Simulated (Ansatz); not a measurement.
## Work and stress of cleavage in C

Method: DFT PBE, scalar-relativistic, plane waves, PAW (Ansatz). Settings: plane waves to 420 eV, k-mesh 10×10×2 (Γ-centred), Gaussian smearing 0.05 eV. No spin polarisation. Energies are free energies at this smearing, counted from the undisturbed cell; pressure is positive in compression.

The undisturbed cell (as given, not relaxed at this level; it stands at 1.7 GPa):

```
C
1.0
     1.78340   -1.78340    0.00000
     1.78340    0.00000   -1.78340
     7.13360    7.13360    7.13360
C
12
Direct
  0.66667 0.66667 0.27087
  0.00000 0.00000 0.10420
  0.33333 0.33333 0.43753
  0.66667 0.66667 0.77087
  0.00000 0.00000 0.60420
  0.33333 0.33333 0.93753
  0.66667 0.66667 0.39587
  0.00000 0.00000 0.22920
  0.33333 0.33333 0.56253
  0.66667 0.66667 0.89587
  0.00000 0.00000 0.72920
  0.33333 0.33333 0.06253
```

The cut lies on the cell's a–b face, a (1 1 1) plane (indices in the standard cell, whose axes needn't be the Cartesian ones shown) of area 5.51 Å², between layers 1.54 Å apart. Vector c is lengthened by d along the normal with the atoms' Cartesian places fixed: one unrelaxed cut a cell. The traction is positive where the two halves pull on each other.

```
d (Å) energy (J/m²) traction (GPa)
-0.30           5.61          -489.8
-0.15           1.05          -158.2
 0.00           0.00            -1.7
 0.25           1.37            88.9
 0.50           3.82           100.8
 0.75           6.23            90.1
 1.00           8.29            74.8
 1.50          11.26            45.4
 2.00          12.99            24.8
 3.00          14.24             4.3
 6.00          14.43             0.0
```

Task: What are the work of separation and the cleavage stress, and do they fit the universal binding curve?

Result: The energy levels off near W ≈ 14.43 J/m² (the traction is down to 0.0 GPa), the energy of the two unrelaxed faces, 7.22 J/m² each on average. The largest sampled traction is 100.8 GPa at d = 0.50 Å, and a parabola through it and its two neighbours peaks at σ_max ≈ 100.8 GPa, d ≈ 0.51 Å. The curve E = W[1 − (1 + d/ℓ)exp(−d/ℓ)] peaks in traction at d = ℓ with σ_max = W/(eℓ); with 1 J/m² per Å = 10 GPa this W and σ_max give ℓ = 0.53 Å. A parabola through that curve at the same three d peaks at 0.56 Å, against 0.51 Å here, a fair fit. The opened faces are metallic here, and spin polarisation, left out, could lower W. Real crystals break at far lower stress, because cracks concentrate it, and on the plane of lowest W, which needn't be this one.

The cut is rigid; relaxing the faces lowers these energies and usually the stresses. The start isn't at rest at this level: it stands under 1.7 GPa with forces up to 0.00 eV/Å, so these aren't the figures of the relaxed crystal.

The gap closes along the scan, which can put kinks into the curve.